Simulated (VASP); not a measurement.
# Fe (Im-3m) in VASP: settings compared, part 2 of 2

VASP 6.6.1. The steps go on from the part before.

## Step 4: Relaxation of cell and atoms, PBEsol, collinear spin, ferromagnetic start, target pressure 5 GPa, at which the enthalpy is minimised

Contents of INCAR:

```
SYSTEM = Fe
  PREC = Accurate
  ENCUT = 600
  EDIFF = 1E-7
  ISMEAR = -1
  SIGMA = 0.05
  LREAL = .False.
  LASPH = .True.
  NELM = 150
  ALGO = Normal
  ISIF = 3
  LWAVE = .False.
  LCHARG = .False.
  ISPIN = 2
  MAGMOM = 3
  LORBIT = 11
  LMAXMIX = 4
  GGA = PS
  IBRION = 2
  NSW = 60
  EDIFFG = -0.005
  PSTRESS = 50
```

Contents of KPOINTS:

```
Automatic mesh
0
Gamma
  10 10 10
  0 0 0
```

Contents of POSCAR:

```
Fe
1.0
   -1.4430000000      1.4430000000      1.4430000000
    1.4430000000     -1.4430000000      1.4430000000
    1.4430000000      1.4430000000     -1.4430000000
Fe
1
Direct
    0.0000000000      0.0000000000      0.0000000000
```

Potentials or basis: VASP PAW PBE potentials, release 64 (Fe).

Started as:

```bash
> cat potpaw_PBE.64/Fe/POTCAR > POTCAR
> mpirun -np 1 vasp_std > vasp.out
```

OUTCAR:

```text
SYSTEM = Fe
   PREC = Accurate
   ENCUT = 600
   EDIFF = 1E-7
   ISMEAR = -1
   LREAL = .False.
   LASPH = .True.
   NELM = 150
   ISIF = 3
   ISPIN = 2
   LORBIT = 11
   GGA = PS
   IBRION = 2
   NSW = 60
   EDIFFG = -0.005
   PSTRESS = 50

 ion  position               nearest neighbor table
   1  0.000  0.000  0.000-

  LATTYP: Found a body centered cubic cell.
 ALAT       =     2.8860000000

  Lattice vectors:

 A1 = (  -1.4430000000,   1.4430000000,   1.4430000000)
 A2 = (   1.4430000000,  -1.4430000000,   1.4430000000)
 A3 = (   1.4430000000,   1.4430000000,  -1.4430000000)

Analysis of symmetry for initial positions (statically):
=====================================================================
 Subroutine PRICEL returns:
 Original cell was already a primitive cell.

 Routine SETGRP: Setting up the symmetry group for a
 body centered cubic supercell.

 Subroutine GETGRP returns: Found 48 space group operations
 (whereof 48 operations were pure point group operations)
 out of a pool of 48 trial point group operations.

The static configuration has the point symmetry O_h .

Analysis of symmetry for dynamics (positions and initial velocities):
=====================================================================
 Subroutine PRICEL returns:
 Original cell was already a primitive cell.

 Routine SETGRP: Setting up the symmetry group for a
 body centered cubic supercell.

 Subroutine GETGRP returns: Found 48 space group operations
 (whereof 48 operations were pure point group operations)
 out of a pool of 48 trial point group operations.

The dynamic configuration has the point symmetry O_h .

Analysis of structural, dynamic, and magnetic symmetry:
=====================================================================
 Subroutine PRICEL returns:
 Original cell was already a primitive cell.

 Routine SETGRP: Setting up the symmetry group for a
 body centered cubic supercell.

 Subroutine GETGRP returns: Found 48 space group operations
 (whereof 48 operations were pure point group operations)
 out of a pool of 48 trial point group operations.

The overall configuration has the point symmetry O_h .

 Subroutine INISYM returns: Found 48 space group operations
 (whereof 48 operations are pure point group operations),
 and found     1 'primitive' translations

----------------------------------------------------------------------------------------

                                     Primitive cell

  volume of cell :      12.0187

  direct lattice vectors                    reciprocal lattice vectors
    -1.443000000  1.443000000  1.443000000     0.000000000  0.346500347  0.346500347
     1.443000000 -1.443000000  1.443000000     0.346500347  0.000000000  0.346500347
     1.443000000  1.443000000 -1.443000000     0.346500347  0.346500347  0.000000000

  length of vectors
     2.499349315  2.499349315  2.499349315     0.490025489  0.490025489  0.490025489

  position of ions in fractional coordinates (direct lattice)
     0.000000000  0.000000000  0.000000000

  ion indices of the primitive-cell ions
   primitive index   ion index
                 1           1

----------------------------------------------------------------------------------------
[... 59 lines left out ...]
   NGXF,Y,Z  is equivalent  to a cutoff of  26.61, 26.61, 26.61 a.u.
 SYSTEM =  Fe
   PREC   = accura    normal or accurate (medium, high low for compatibility)
   ISTART =      0    job   : 0-new  1-cont  2-samecut
   ICHARG =      2    charge: 1-file 2-atom 10-const
   ISPIN  =      2    spin polarized calculation?
   LNONCOLLINEAR =      F non collinear calculations
   LSORBIT =      F    spin-orbit coupling
   LASPH  =      T    aspherical Exc in radial PAW
   ENCUT  =  600.0 eV  44.10 Ry    6.64 a.u.   4.99  4.99  4.99*2*pi/ulx,y,z
   NELM   =    150;   NELMIN=  2; NELMDL= -5     # of ELM steps
   EDIFF  = 0.1E-06   stopping-criterion for ELM
   LREAL  =      F    real-space projection
   EDIFFG = -.5E-02   stopping-criterion for IOM
   NSW    =     60    number of steps for IOM
   IBRION =      2    ionic relax: 0-MD 1-quasi-New 2-CG
   NFREE  =      1    steps in history (QN), initial steepest desc. (CG)
   ISIF   =      3    stress and relaxation
   ISYM   =      2    0-nonsym 1-usesym 2-fastsym
   POTIM  = 0.5000    time-step for ionic-motion
   TEBEG  =    0.0;   TEEND  =   0.0 temperature during run
   PSTRESS=   50.0 pullay stress
   NELECT =       8.0000    total number of electrons
   NUPDOWN=      -1.0000    fix difference up-down
   EMIN   =  10.00;   EMAX   =-10.00  energy-range for DOS
   EFERMI =   0.00;   METHOD = LEGACY
   ISMEAR =    -1;   SIGMA  =   0.05  broadening in eV -4-tet -1-fermi 0-gaus
   EFERMI_NEDOS =   21; number of points for ismear=-14 and -15
   IALGO  =     38    algorithm
   IMIX   =      4    mixing-type and parameters
     AMIX     =   0.40;   BMIX     =  1.00
     AMIX_MAG =   1.60;   BMIX_MAG =  1.00
  volume/ion in A,a.u.               =      12.02        81.11
  Fermi-wavevector in a.u.,A,eV,Ry     =   1.429394  2.701162 27.798962  2.043166
  Thomas-Fermi vector in A             =   2.549352
   LORBIT       =     11    0 simple, 1 ext, 2 COOP (PROOUT), +10 PAW based schemes
   GGA     = PS    functional components
   LHFCALC =     F    Hartree Fock is set to
   AEXX    =    0.0000 exact exchange contribution
   IVDW    =     0    specifies the selected vdW correction
   LEPSILON=     F    determine dielectric tensor
   LRPA    =     F    only Hartree local field effects (RPA)
 conjugate gradient relaxation of ions
 spin polarized calculation
  energy-cutoff  :      600.00
  volume of cell :       12.02
 maximum number of plane-waves:       418
   NGX =  9   NGY =  9   NGZ =  9

--------------------------------------- Ionic step        1  -------------------------------------------

 number of electron       7.9999995 magnetization       2.1877077

 Free energy of the ion-electron system (eV)
  ---------------------------------------------------
  ext. energy  EPLUGINS =         0.00000000
  ---------------------------------------------------
  free energy    TOTEN  =        -8.84743398 eV

  energy without entropy =       -8.83804627  energy(sigma->0) =       -8.84274013

------------------------ aborting loop because EDIFF is reached ----------------------------------------

  FORCE on cell =-STRESS in cart. coord.  units (eV):
  Direction    XX          YY          ZZ          XY          YZ          ZX
  --------------------------------------------------------------------------------------
  -------------------------------------------------------------------------------------
  Total       -1.4615916     -1.4615916     -1.4615916      0.0000000     -0.0000000     -0.0000000
  in kB     -194.8397869   -194.8397869   -194.8397869      0.0000000     -0.0000000     -0.0000000
  external PRESSURE =    -244.8397869 kB  Pullay stress =      50.0000000 kB
[... 172 lines left out ...]
--------------------------------------- Ionic step        6  -------------------------------------------

 number of electron       7.9999996 magnetization       2.1063163

 Free energy of the ion-electron system (eV)
  ---------------------------------------------------
  ext. energy  EPLUGINS =         0.00000000
  ---------------------------------------------------
  free energy    TOTEN  =        -8.92626449 eV

  energy without entropy =       -8.91849433  energy(sigma->0) =       -8.92237941

 E-fermi :   6.4865     XC(G=0): -13.6668

 val. band max:        6.4763726064   @ k =  -0.4000   0.5000   0.1000
 cond. band min:       6.4978451068   @ k =  -0.4000   0.5000   0.2000
 fundamental gap:      0.0214725004
 Fermi energy:         6.4864820805

 spin component 1

 k-point     1 :       0.0000    0.0000    0.0000
  band No.  band energies     occupation
      1      -2.5336      1.00000
      2       3.9336      1.00000
      3       3.9336      1.00000
      4       3.9336      1.00000
      5       5.3511      1.00000
      6       5.3511      1.00000
      7      31.9874      0.00000
      8      31.9874      0.00000
      9      31.9874      0.00000
     10      37.5495      0.00000
[... 287 lines left out ...]
 k-point    24 :      -0.3000    0.3000    0.1000
  band No.  band energies     occupation
      1       0.7947      1.00000
      2       3.3749      1.00000
      3       3.6549      1.00000
      4       4.9574      1.00000
      5       5.7127      1.00000
      6       5.9417      0.99998
      7      20.8593      0.00000
      8      26.6919      0.00000
      9      27.4060      0.00000
     10      33.9255      0.00000

 [... further k-points ...]

 spin component 2

 k-point     1 :       0.0000    0.0000    0.0000
  band No.  band energies     occupation
      1      -2.2727      1.00000
      2       5.7858      1.00000
      3       5.7859      1.00000
      4       5.7859      1.00000
      5       7.9181      0.00000
      6       7.9182      0.00000
      7      31.9083      0.00000
      8      31.9083      0.00000
      9      31.9083      0.00000
     10      37.8608      0.00000
[... 331 lines left out ...]
  energy  without entropy=       -8.9184943317  energy(sigma->0) =       -8.92237941

  enthalpy is  TOTEN    =        -8.5949248864 eV   P V=        0.3313396037

 reached required accuracy - stopping structural energy minimisation

 total charge

# of ion       s       p       d       tot
------------------------------------------
    1        0.519   0.610   6.295   7.424

 magnetization (x)

# of ion       s       p       d       tot
------------------------------------------
    1       -0.014  -0.056   2.156   2.087
```

CONTCAR:

```text
Fe
   1.00000000000000
    -1.3845797588594948    1.3845797588594948    1.3845797588594948
     1.3845797588594948   -1.3845797588594948    1.3845797588594948
     1.3845797588594948    1.3845797588594948   -1.3845797588594948
  Fe
     1
Direct
     0.0000000000000000    1.0000000000000000    1.0000000000000000

  0.00000000E+00  0.00000000E+00  0.00000000E+00
```

Wall time 27 s (1 thread of AMD EPYC 9R45 (Zen 5), shared host); peak memory 0.11 GiB.

What came out:

```yaml
Free_energy: -8.9263 eV
Relaxed_volume: 10.62 Å³/atom
Relaxed_cell: a = 2.398 Å, b = 2.398 Å, c = 2.398 Å, α = 109.47°, β = 109.47°, γ = 109.47°
Space_group_after_relaxing_to_0.05_Å: Im-3m (No. 229)
Energy_change_on_relaxing_the_enthalpy_is_what_falls: -78.8 meV/atom
Ionic_steps: 6
Pressure_after_relaxing: 5.0 GPa
Band_gap_on_the_k_mesh: none (metal or under the smearing width)
Net_moment: 2.11 μB per cell
Site_moments: Fe +2.09 μB
Valence_electrons_inside_the_program's_atomic_spheres: Fe 7.42
```

The path:
```csv
step,energy change (eV),largest force (eV/Å),pressure (GPa),volume (Å³)
1,0.0000,0.0000,-19.48,12.02
2,0.1859,0.0000,59.21,9.10
3,-0.0791,0.0000,4.80,10.63
4,-0.0783,0.0000,5.41,10.60
5,-0.0794,0.0000,4.56,10.64
6,-0.0788,0.0000,5.00,10.62
```

Final structure:
```
Fe
1.0
    -1.38458    1.38458    1.38458
     1.38458   -1.38458    1.38458
     1.38458    1.38458   -1.38458
Fe
1
Cartesian
  2.7692 0.0000 0.0000
```

Caveat: the cell is relaxed towards a set pressure, so the enthalpy falls and the energy may rise; the PAW data sets were made with another functional, which shifts forces and pressure a little.

## Step 5: Relaxation of cell and atoms, PBEsol, collinear spin, ferromagnetic start, target pressure 10 GPa, at which the enthalpy is minimised

INCAR: that of step 4 with these lines changed.

```diff
@@ -21,2 +21,2 @@
   EDIFFG = -0.005
-  PSTRESS = 50
+  PSTRESS = 100
```

KPOINTS is that of step 4.

POSCAR is that of step 4.

Started as:

```bash
> cat potpaw_PBE.64/Fe/POTCAR > POTCAR
> mpirun -np 1 vasp_std > vasp.out
```

Run time: 31 s. Hardware: 1 thread of AMD EPYC 9R45 (Zen 5), shared host; peak memory 0.12 GiB.

It converged, with:

| Quantity | Value |
| --- | --- |
| Free energy | -8.9166 eV |
| Relaxed volume | 10.41 Å³/atom |
| Relaxed cell | a = 2.382 Å, b = 2.382 Å, c = 2.382 Å, α = 109.47°, β = 109.47°, γ = 109.47° |
| Space group after relaxing (to 0.05 Å) | Im-3m (No. 229) |
| Energy change on relaxing (the enthalpy is what falls) | -69.2 meV/atom |
| Ionic steps | 7 |
| Pressure after relaxing | 10.0 GPa |
| Band gap on the k mesh | none (metal or under the smearing width) |
| Net moment | 2.07 μB per cell |
| Site moments | Fe +2.05 μB |
| Valence electrons inside the program's atomic spheres | Fe 7.47 |

Step by step:
| step | energy change (eV) | largest force (eV/Å) | pressure (GPa) | volume (Å³) |
| --- | --- | --- | --- | --- |
| 1 | 0.0000 | 0.0000 | -19.48 | 12.02 |
| 2 | 0.4303 | 0.0000 | 88.65 | 8.57 |
| 3 | -0.0731 | 0.0000 | 8.34 | 10.48 |
| 4 | -0.0702 | 0.0000 | 9.54 | 10.43 |
| 5 | -0.0683 | 0.0000 | 10.31 | 10.40 |
| 6 | -0.0700 | 0.0000 | 9.67 | 10.42 |
| 7 | -0.0692 | 0.0000 | 10.00 | 10.41 |

Final structure:
```xyz
1
Lattice="-1.3755 1.3755 1.3755 1.3755 -1.3755 1.3755 1.3755 1.3755 -1.3755" Properties=species:S:1:pos:R:3 pbc="T T T"
Fe    0.0000    0.0000    0.0000
```

Levels at points of the mesh, in eV from the Fermi level:
Spin up:
```
           k point  band 2  band 3  band 4  band 5  band 6  band 7  band 8  band 9
(0.00, 0.00, 0.00)   -2.61   -2.61   -2.61   -1.15   -1.15   25.67   25.67   25.67
(0.50, 0.00, 0.00)   -3.86   -1.09   -0.92    0.30    0.48    8.03   18.91   21.44
(0.50, 0.50, 0.50)   -5.51    0.17    0.17    0.17   10.37   10.37   10.37   16.44
```
Spin down:
```
           k point  band 1  band 2  band 3  band 4  band 5  band 6
(0.00, 0.00, 0.00)   -8.90   -0.80   -0.80   -0.80    1.39    1.39
(0.50, 0.00, 0.00)   -4.33   -2.24    0.54    1.27    1.69    2.59
(0.50, 0.50, 0.50)   -3.83   -3.83    2.25    2.25    2.25   10.73
```

Caveat: the cell is relaxed towards a set pressure, so the enthalpy falls and the energy may rise; the PAW data sets were made with another functional, which shifts forces and pressure a little.

## Step 6: Relaxation of cell and atoms, PBEsol, collinear spin, ferromagnetic start, target pressure 20 GPa, at which the enthalpy is minimised

INCAR: that of step 5 with these lines changed.

```diff
@@ -21,2 +21,2 @@
   EDIFFG = -0.005
-  PSTRESS = 100
+  PSTRESS = 200
```

KPOINTS is that of step 5.

POSCAR is that of step 5.

Potentials or basis: VASP PAW PBE potentials, release 64 (Fe).

Started as:

```bash
> cat potpaw_PBE.64/Fe/POTCAR > POTCAR
> mpirun -np 1 vasp_std > vasp.out
```

Run time: 26 s. Hardware: 1 thread of AMD EPYC 9R45 (Zen 5), shared host; peak memory 0.12 GiB.

The run converged. Its results:

```yaml
Free_energy: -8.8819 eV
Relaxed_volume: 10.04 Å³/atom
Relaxed_cell: a = 2.354 Å, b = 2.354 Å, c = 2.354 Å, α = 109.47°, β = 109.47°, γ = 109.47°
Space_group_after_relaxing_to_0.05_Å: Im-3m (No. 229)
Energy_change_on_relaxing_the_enthalpy_is_what_falls: -34.5 meV/atom
Ionic_steps: 5
Pressure_after_relaxing: 20.0 GPa
Band_gap_on_the_k_mesh: none (metal or under the smearing width)
Net_moment: 1.98 μB per cell
Site_moments: Fe +1.95 μB
Valence_electrons_inside_the_program's_atomic_spheres: Fe 7.57
```

The path:
| step | energy change (eV) | largest force (eV/Å) | pressure (GPa) | volume (Å³) |
| --- | --- | --- | --- | --- |
| 1 | 0.0000 | 0.0000 | -19.48 | 12.02 |
| 2 | 1.2408 | 0.0000 | 181.21 | 7.57 |
| 3 | -0.0505 | 0.0000 | 16.01 | 10.18 |
| 4 | -0.0405 | 0.0000 | 18.57 | 10.09 |
| 5 | -0.0345 | 0.0000 | 19.97 | 10.04 |

Final structure:
```cif
data_structure
_symmetry_space_group_name_H-M 'P 1'
_symmetry_Int_Tables_number 1
_cell_length_a 2.3536
_cell_length_b 2.3536
_cell_length_c 2.3536
_cell_angle_alpha 109.471
_cell_angle_beta 109.471
_cell_angle_gamma 109.471
_cell_volume 10.04
loop_
_atom_site_label
_atom_site_type_symbol
_atom_site_fract_x
_atom_site_fract_y
_atom_site_fract_z
_atom_site_occupancy
Fe1 Fe 0.00000 0.00000 0.00000 1
```

Levels at points of the mesh, in eV from the Fermi level:
Spin up:
```tsv
k point	band 1	band 2	band 3	band 4	band 5	band 6	band 7	band 8	band 9	band 10
(0.00, 0.00, 0.00)	-9.41	-2.69	-2.69	-2.69	-1.16	-1.16	26.00	26.00	26.00	31.97
(0.50, 0.00, 0.00)	-5.81	-4.02	-1.08	-0.91	0.28	0.58	8.40	19.20	22.05	25.21
(0.50, 0.50, 0.50)	-5.78	-5.78	0.25	0.25	0.25	10.63	10.63	10.63	16.84	16.84
```
Spin down:
```
           k point  band 1  band 2  band 3  band 4  band 5  band 6  band 7
(0.00, 0.00, 0.00)   -9.13   -0.98   -0.98   -0.98    1.31    1.31   25.96
(0.50, 0.00, 0.00)   -4.62   -2.49    0.53    1.19    1.63    2.57    9.70
(0.50, 0.50, 0.50)   -4.15   -4.15    2.21    2.21    2.21   11.00   11.00
```

Caveat: the cell is relaxed towards a set pressure, so the enthalpy falls and the energy may rise; the volume moved by over 15 % at a fixed basis, so the end points are rough; the PAW data sets were made with another functional, which shifts forces and pressure a little.

## Step 7: The reference run

An earlier run on the cell as given: functional PBE; potentials or basis VASP PAW PBE potentials, release 64 (Fe); cutoff 520 eV; k mesh 13 × 13 × 13; occupations fermi-dirac, width 0.05 eV; collinear spin, ferromagnetic start; starting moments [3.0] μB.

- Pressure: -9.1 GPa
- Band gap on the k mesh: none (metal or under the smearing width)
- Net moment: 2.28 μB per cell
- Site moments: Fe +2.29 μB
- Valence electrons inside the program's atomic spheres: Fe 7.16

## Step 8: The runs side by side

| task | level | cell | k mesh | cutoff (eV) | target pressure | gap on the mesh (eV) | pressure (GPa) | moment (μB) |
| --- | --- | --- | --- | --- | --- | --- | --- | --- |
| single point | PBE | as given | 13 × 13 × 13 | 520 | - | none | -9.1 | 2.28 |
| relaxation of cell and atoms | PBEsol | relaxed to 2 GPa | 10 × 10 × 10 | 600 | 2 GPa | none | 2.0 | 2.12 |
| relaxation of cell and atoms | PBEsol | relaxed to 5 GPa | 10 × 10 × 10 | 600 | 5 GPa | none | 5.0 | 2.11 |
| relaxation of cell and atoms | PBEsol | relaxed to 10 GPa | 10 × 10 × 10 | 600 | 10 GPa | none | 10.0 | 2.07 |
| relaxation of cell and atoms | PBEsol | relaxed to 20 GPa | 10 × 10 × 10 | 600 | 20 GPa | none | 20.0 | 1.98 |

Alike in all rows: potentials or basis VASP PAW PBE potentials, release 64 (Fe); spin collinear, ferromagnetic start; smearing fermi-dirac 0.05 eV.

Caveats: the cell is relaxed towards a set pressure, so the enthalpy falls and the energy may rise (some runs); the PAW data sets were made with another functional, which shifts forces and pressure a little (some runs); the volume moved by over 15 % at a fixed basis, so the end points are rough (some runs).

Absolute energies hang on the potentials; compare differences alone.
